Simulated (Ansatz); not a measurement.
This run works on a proposed trial structure, not on a known crystal.

Input and command of a plane-wave DFT calculation in Ansatz:

```yaml
crystal:
  lattice:
    - [-2.0107699267, 2.0107699267, 8.613106406]
    - [2.0107699267, -2.0107699267, 8.613106406]
    - [2.0107699267, 2.0107699267, -8.613106406]
  atoms:
    - { symbol: Ti, position: [0.1188418074, 0.1188418074, 0.0] }
    - { symbol: Ti, position: [0.8811581926, 0.8811581926, 0.0] }
    - { symbol: Al, position: [0.5, 0.0, 0.5] }
    - { symbol: Al, position: [0.0, 0.5, 0.5] }
    - { symbol: Al, position: [0.75, 0.25, 0.5] }
    - { symbol: Al, position: [0.6244909567, 0.6244909567, 0.0] }
    - { symbol: Al, position: [0.25, 0.75, 0.5] }
    - { symbol: Al, position: [0.3755090433, 0.3755090433, 0.0] }
basis:
  ecutwfc: 420
kpoints:
  mp_grid: { grid: [12, 12, 12] }
hamiltonian:
  xc: pbe
scf:
  occupations: { method: gaussian, width: 0.1 }
output:
  forces: true
  stress: true
  eigenvalues: true
relax:
  adjacent_minimum: "off"
  f_tol: 0.01
  max_steps: 30
  cell: { stress_tol: 0.1, fix: [volume] }
```

```bash
ansatz run input.yaml --threads 1 --pin off --max-ram 2560MiB --backend cpu --events-out ev --progress --plain --runs-dir out
```

Processor: Arm Neoverse V2, 1 thread, on a host shared with other jobs.

Estimate time, memory and problem size.

About 3 min, peak memory 0.74 GiB. It solves 29 bands at 163 k points (after reduction by symmetry) with about 2737 plane waves, in 26 SCF iterations over 4 ionic steps.
